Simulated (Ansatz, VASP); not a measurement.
# PbS in VASP and in Ansatz

```
CELL_PARAMETERS angstrom
2.95905 -2.96459 0.18151
2.95905 2.96459 0.18151
-0.36408 0.00000 5.93882
ATOMIC_POSITIONS crystal
Pb 0.75001 0.75001 0.74993
Pb 0.24999 0.24999 0.25007
S 0.25002 0.25002 0.74973
S 0.74998 0.74998 0.25027
```

Alike in both runs: task relaxation of cell and atoms; functional PBE; dispersion D3(BJ); k mesh 8 × 8 × 6; occupations gaussian, width 0.02 eV; no spin polarisation.

|  | VASP | Ansatz |
| --- | --- | --- |
| version | VASP 6.6.1 | Ansatz 0.2.0 |
| potentials or method | VASP PAW PBE potentials, release 64 (Pb_d, S) | scalar-relativistic, plane waves, PAW |
| plane-wave cutoff (eV) | 600 | 420 |
| valence electrons in the cell | 40 | 40 |

```tsv
	VASP	Ansatz	Ansatz less VASP
gap on the k mesh at the Fermi level, each at its own relaxed structure (eV)	0.37	0.36	-0.005
relaxed volume (Å³/atom)	26.11	26.13	+0.019
relaxed cell length with the largest relative difference (Å)	5.934	5.935	+0.0017
```

Ansatz warned: «relaxed_geometry_near_dispersion_switch».

Caveats: spin-orbit coupling is left out, which as a rule narrows the gap of such compounds by several tenths of an eV. A k mesh can miss the band edges.
